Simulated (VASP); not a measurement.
# VSi23 (a cell with a defect) in VASP: notebook, part 2 of 2

VASP 6.6.1.

## Step 3: Single point, PBEsol+U, collinear spin, ferromagnetic start

INCAR reads:

```
SYSTEM = VSi23
PREC = Accurate
ENCUT = 350
EDIFF = 1E-5
ISMEAR = 0
SIGMA = 0.03
LREAL = Auto
LASPH = .True.
NELM = 120
ALGO = Normal
ISIF = 2
LWAVE = .False.
LCHARG = .False.
ISPIN = 2
MAGMOM = 0.01 0 0 0 0 0 0 0 0 0 0 0 0 0 0 0 0 0 0 0 0 0 0 0
LORBIT = 11
LMAXMIX = 4
LDAU = .True.
LDAUTYPE = 2
LDAUL = 2 -1
LDAUU = 3 0
LDAUJ = 0 0
LDAUPRINT = 1
GGA = PS
NBANDS = 74
NELECT = 106.0
ISYM = 0
KPAR = 4
```

KPOINTS reads:

```
Automatic mesh
0
Gamma
  2 3 3
  0 0 0
```

POSCAR reads:

```
VSi23                                   
1.0
    0.0000000000      8.1555000000      8.1555000000
    5.4370000000      0.0000000000      5.4370000000
    5.4370000000      5.4370000000      0.0000000000
  V               Si            
     1    23
Direct
     0.9955521107615730    0.0036802084180523    0.0013244791230674
     0.0009854556232728    0.9992324513417979    0.5013414373771919
     0.0017355439060701    0.4996635759968958    0.9988693006738586
     0.0008712247689652    0.5016206744482516    0.4975402358686706
     0.3320096434321759    0.0014607266197066    0.0020714909458238
     0.3358575677290291    0.0011747991273727    0.4960540539719616
     0.3365788943605314    0.4960331821917343    0.9993596452571860
     0.3333611872276344    0.5009498704843488    0.4995277791774784
     0.6708603288718700    0.9977941572049714    0.9980959334873500
     0.6640898389541472    0.0011220715268192    0.5052745489444963
     0.6650353222002725    0.5032343062951256    0.0008337998591450
     0.6675764486451453    0.5009777424501511    0.4995913283932807
     0.0842435230795338    0.1246148777439793    0.1264467386452025
     0.0868607024568235    0.1253354661024502    0.6214990545140041
     0.0876402146867184    0.6239001310390480    0.1211766706664940
     0.0835786072537619    0.6251055570447239    0.6246922864829285
     0.4223604988701177    0.1209896343924167    0.1210044437596690
     0.4144884324180989    0.1259798576198420    0.6284168302780816
     0.4153730340439398    0.6278644377910422    0.1245095228163916
     0.4172857951021473    0.6257427140885222    0.6242286583887373
     0.7419324230799128    0.1296424306322325    0.1317382220568001
     0.7516959079800906    0.1259339819233521    0.6242098008872025
     0.7523056250014776    0.6237471769526719    0.1245281794741645
     0.7504396695466837    0.6259179685645008    0.6254965589507976
```

Potentials or basis: VASP PAW PBE potentials, release 64 (V_sv, Si).

On the command line:

```
$ cat potpaw_PBE.64/V_sv/POTCAR potpaw_PBE.64/Si/POTCAR > POTCAR
$ mpirun -np 4 vasp_std > vasp.out
```

It took 9.5 min on 4 MPI ranks of Intel Xeon Platinum 8559C (Emerald Rapids), shared host; peak memory 0.68 GiB.

Results (log left out):

- Free energy: -129.4288 eV
- Largest force: 0.089 eV/Å
- Band gap on the k mesh: none (metal or under the smearing width)
- Net moment: 0.02 μB per cell
- Site moments: V +0.06; Si +0.00, -0.00, -0.01 μB
- Valence electrons inside the program's atomic spheres: V 11.55; Si 1.69, 1.70, 1.73, 1.74

Forces in eV/Å, atoms in the order of the input:
```
V   -0.049  0.016  0.020
Si  -0.031 -0.003  0.046
Si  -0.022  0.031 -0.003
Si  -0.002  0.023  0.002
Si   0.007 -0.016 -0.002
Si  -0.013  0.003 -0.005
Si   0.003  0.006 -0.004
Si   0.010 -0.003 -0.014
Si   0.047 -0.025 -0.030
Si  -0.014 -0.005  0.006
Si  -0.007 -0.002  0.010
Si  -0.004  0.003  0.002
Si   0.087  0.011  0.014
Si  -0.020 -0.037  0.019
Si  -0.007  0.014 -0.050
Si   0.009 -0.013 -0.008
Si  -0.007 -0.010 -0.011
Si  -0.002  0.030 -0.001
Si   0.002  0.000  0.025
Si  -0.012  0.000  0.010
Si   0.044 -0.040 -0.046
Si  -0.008  0.005 -0.001
Si   0.004  0.009  0.012
Si  -0.015  0.003  0.007
```

Levels at points of the mesh, in eV from the Fermi level:
Spin up:
| k point | band 50 | band 51 | band 52 | band 53 | band 54 | band 55 | band 56 | band 57 |
| --- | --- | --- | --- | --- | --- | --- | --- | --- |
| (0.00, 0.00, 0.00) | -0.85 | -0.80 | -0.79 | -0.42 | -0.06 | 0.23 | 0.37 | 0.39 |
| (0.50, 0.00, 0.00) | -1.25 | -0.95 | -0.91 | -0.43 | -0.29 | 0.02 | 0.30 | 0.37 |
Spin down:
```tsv
k point	band 49	band 50	band 51	band 52	band 53	band 54	band 55	band 56	band 57	band 58
(0.00, 0.00, 0.00)	-1.29	-0.84	-0.80	-0.79	-0.26	-0.20	0.22	0.37	0.39	0.52
(0.50, 0.00, 0.00)	-1.29	-1.25	-0.95	-0.92	-0.47	-0.08	0.05	0.31	0.37	0.40
```

Eigenvalues of the final occupation matrices:
| site | spin | trace | eigenvalues |
| --- | --- | --- | --- |
| site 1 d | 1 | 1.57 | 0.17 0.21 0.33 0.40 0.46 |
| site 1 d | 2 | 1.51 | 0.17 0.18 0.31 0.40 0.47 |

Caveat: the cell is charged against a uniform background, so pressure and absolute levels hang on convention; the PAW data sets were made with another functional, which shifts forces and pressure a little; the U is typed as a test and isn't derived for this compound.

## Step 4: Single point, PBEsol+U, collinear spin, zero start

INCAR, as its differences from that of step 3:

```diff
@@ -14,4 +14,5 @@
 ISPIN = 2
-MAGMOM = 0.01 0 0 0 0 0 0 0 0 0 0 0 0 0 0 0 0 0 0 0 0 0 0 0
+MAGMOM = 0 0 0 0 0 0 0 0 0 0 0 0 0 0 0 0 0 0 0 0 0 0 0 0
 LORBIT = 11
+NUPDOWN = 0
 LMAXMIX = 4
@@ -20,3 +21,3 @@
 LDAUL = 2 -1
-LDAUU = 3 0
+LDAUU = 5 0
 LDAUJ = 0 0
```

KPOINTS is that of step 3.

POSCAR is that of step 3.

On the command line:

```
$ cat potpaw_PBE.64/V_sv/POTCAR potpaw_PBE.64/Si/POTCAR > POTCAR
$ mpirun -np 4 vasp_std > vasp.out
```

Wall time 15 min (4 MPI ranks of Intel Xeon Platinum 8559C (Emerald Rapids), shared host); peak memory 0.67 GiB.

Results (log left out):

| Item | Value |
| --- | --- |
| Free energy | -127.4346 eV |
| Largest force | 0.325 eV/Å |
| Net moment | 0.00 μB per cell |
| Valence electrons inside the program's atomic spheres | V 11.53; Si 1.69, 1.68, 1.70, 1.73, 1.72, 1.75 |

Forces in eV/Å, atoms in the order of the input:
```
V   -0.093  0.081  0.113
Si  -0.006  0.021  0.003
Si   0.011  0.006  0.039
Si   0.033  0.039  0.024
Si  -0.037 -0.025 -0.003
Si   0.024  0.047 -0.003
Si   0.032  0.006  0.050
Si  -0.012  0.011 -0.006
Si   0.016  0.015  0.008
Si  -0.013  0.039  0.015
Si  -0.011  0.010  0.056
Si  -0.007 -0.004 -0.009
Si   0.054  0.014  0.039
Si  -0.047 -0.119  0.113
Si  -0.072  0.098 -0.173
Si  -0.005 -0.006 -0.009
Si   0.007 -0.033 -0.049
Si   0.009 -0.012 -0.015
Si   0.009 -0.006 -0.012
Si  -0.025 -0.001  0.013
Si   0.127 -0.207 -0.217
Si   0.005  0.002  0.014
Si   0.020  0.022  0.006
Si  -0.020  0.000  0.003
```

Eigenvalues of the final occupation matrices:
| site | spin | trace | eigenvalues |
| --- | --- | --- | --- |
| site 1 d | 1 | 1.51 | 0.06 0.23 0.35 0.42 0.45 |
| site 1 d | 2 | 1.51 | 0.07 0.19 0.34 0.41 0.50 |

Caveat: the cell is charged against a uniform background, so pressure and absolute levels hang on convention; the PAW data sets were made with another functional, which shifts forces and pressure a little; the total moment is fixed, so each spin has its own Fermi level; the U is typed as a test and isn't derived for this compound. The state reached can hang on the start; a lower one may exist.

## Step 5: Single point, PBEsol+U, collinear spin, zero start

INCAR, as its differences from that of step 4:

```diff
@@ -21,3 +21,3 @@
 LDAUL = 2 -1
-LDAUU = 5 0
+LDAUU = 3 0
 LDAUJ = 0 0
```

KPOINTS is that of step 4.

POSCAR is that of step 4.

On the command line:

```
$ cat potpaw_PBE.64/V_sv/POTCAR potpaw_PBE.64/Si/POTCAR > POTCAR
$ mpirun -np 4 vasp_std > vasp.out
```

Run time: 7.4 min. Hardware: 4 MPI ranks of Intel Xeon Platinum 8559C (Emerald Rapids), shared host; peak memory 0.66 GiB.

It converged, with:

```yaml
Free_energy: -129.4169 eV
Largest_force: 0.030 eV/Å
Net_moment: 0.00 μB per cell
Valence_electrons_inside_the_program's_atomic_spheres: V 11.54; Si 1.69, 1.70, 1.73, 1.74
```

Forces in eV/Å, atoms in the order of the input:
```
V    0.005 -0.009 -0.019
Si  -0.005 -0.013  0.018
Si   0.005  0.008 -0.009
Si   0.009  0.014 -0.001
Si  -0.002 -0.007  0.006
Si  -0.010  0.008  0.004
Si   0.005  0.014  0.002
Si  -0.005  0.002 -0.009
Si   0.008 -0.014 -0.017
Si  -0.005  0.013  0.004
Si   0.003 -0.005  0.024
Si  -0.011  0.001 -0.001
Si  -0.020 -0.010  0.001
Si  -0.005  0.005  0.008
Si  -0.003  0.004 -0.013
Si   0.007 -0.007 -0.004
Si   0.003 -0.006 -0.007
Si   0.003  0.016 -0.008
Si   0.007 -0.005  0.012
Si  -0.009 -0.004  0.006
Si   0.020 -0.019 -0.011
Si  -0.001  0.007 -0.002
Si   0.010  0.008  0.012
Si  -0.010  0.001  0.003
```

Eigenvalues of the final occupation matrices:
```
    site  spin  trace               eigenvalues
site 1 d     1   1.54  0.21 0.25 0.33 0.37 0.37
site 1 d     2   1.54  0.21 0.25 0.33 0.37 0.38
```

Caveat: the cell is charged against a uniform background, so pressure and absolute levels hang on convention; the PAW data sets were made with another functional, which shifts forces and pressure a little; the total moment is fixed, so each spin has its own Fermi level; the U is typed as a test and isn't derived for this compound.

## Step 6: Single point, PBEsol+U, collinear spin, ferromagnetic start

INCAR, as its differences from that of step 5:

```diff
@@ -14,5 +14,5 @@
 ISPIN = 2
-MAGMOM = 0 0 0 0 0 0 0 0 0 0 0 0 0 0 0 0 0 0 0 0 0 0 0 0
+MAGMOM = 2 0 0 0 0 0 0 0 0 0 0 0 0 0 0 0 0 0 0 0 0 0 0 0
 LORBIT = 11
-NUPDOWN = 0
+NUPDOWN = 2
 LMAXMIX = 4
```

KPOINTS is that of step 5.

POSCAR is that of step 5.

Potentials or basis: VASP PAW PBE potentials, release 64 (V_sv, Si).

On the command line:

```
$ cat potpaw_PBE.64/V_sv/POTCAR potpaw_PBE.64/Si/POTCAR > POTCAR
$ mpirun -np 4 vasp_std > vasp.out
```

It took 3.7 min on 4 MPI ranks of Intel Xeon Platinum 8559C (Emerald Rapids), shared host; peak memory 0.65 GiB.

The run converged. Its results:

* Free energy: -130.3084 eV
* Largest force: 0.582 eV/Å
* Net moment: 2.00 μB per cell
* Site moments: V +2.05; Si +0.01, -0.00, +0.00, -0.04, -0.01 μB
* Valence electrons inside the program's atomic spheres: V 11.61; Si 1.70, 1.69, 1.71, 1.75, 1.74

Forces on the atoms (eV/Å):
```
V   -0.111  0.045  0.043
Si  -0.052 -0.018  0.305
Si  -0.038  0.298 -0.013
Si  -0.281  0.035  0.021
Si   0.149 -0.039 -0.026
Si  -0.022 -0.089  0.009
Si  -0.005  0.018 -0.095
Si   0.007 -0.003 -0.011
Si   0.210 -0.078 -0.083
Si  -0.016 -0.153  0.017
Si  -0.009  0.010 -0.143
Si   0.006 -0.017 -0.017
Si   0.366  0.210  0.213
Si  -0.185 -0.333  0.237
Si  -0.197  0.222 -0.349
Si   0.033 -0.045 -0.042
Si  -0.117  0.055  0.054
Si  -0.032  0.100 -0.010
Si  -0.028 -0.009  0.094
Si   0.008  0.021  0.028
Si   0.385 -0.310 -0.307
Si  -0.040  0.053 -0.024
Si  -0.032 -0.012  0.059
Si   0.002  0.038  0.041
```

Eigenvalues of the final occupation matrices:
```tsv
site	spin	trace	eigenvalues
site 1 d	1	2.59	0.34 0.37 0.38 0.75 0.75
site 1 d	2	0.56	0.02 0.02 0.16 0.18 0.18
```

Caveat: the cell is charged against a uniform background, so pressure and absolute levels hang on convention; the PAW data sets were made with another functional, which shifts forces and pressure a little; the total moment is fixed, so each spin has its own Fermi level; the U is typed as a test and isn't derived for this compound.

## Step 7: Overview

```tsv
task	spin	U	fixed moment (μB)	cell	moment (μB)	largest force (eV/Å)
relaxation of the atoms	collinear, zero start	V d U = 3 eV	0	atoms relaxed from: atoms moved at random, drawn with an rms of 0.05 Å	0.00	0.03
single point	collinear, ferromagnetic start	V d U = 3 eV	-	as given	0.02	0.09
single point	collinear, zero start	V d U = 5 eV	0	as given	0.00	0.33
single point	collinear, zero start	V d U = 3 eV	0	as given	0.00	0.03
single point	collinear, ferromagnetic start	V d U = 3 eV	2	as given	2.00	0.58
```

Alike in all rows: level PBEsol+U; potentials or basis VASP PAW PBE potentials, release 64 (V_sv, Si); k mesh 2 × 3 × 3; cutoff (eV) 350; smearing gaussian 0.03 eV.

Caveats: the cell is charged against a uniform background, so pressure and absolute levels hang on convention; the PAW data sets were made with another functional, which shifts forces and pressure a little; the U is typed as a test and isn't derived for this compound; the total moment is fixed, so each spin has its own Fermi level (some runs).

Absolute energies hang on the potentials; compare differences alone.
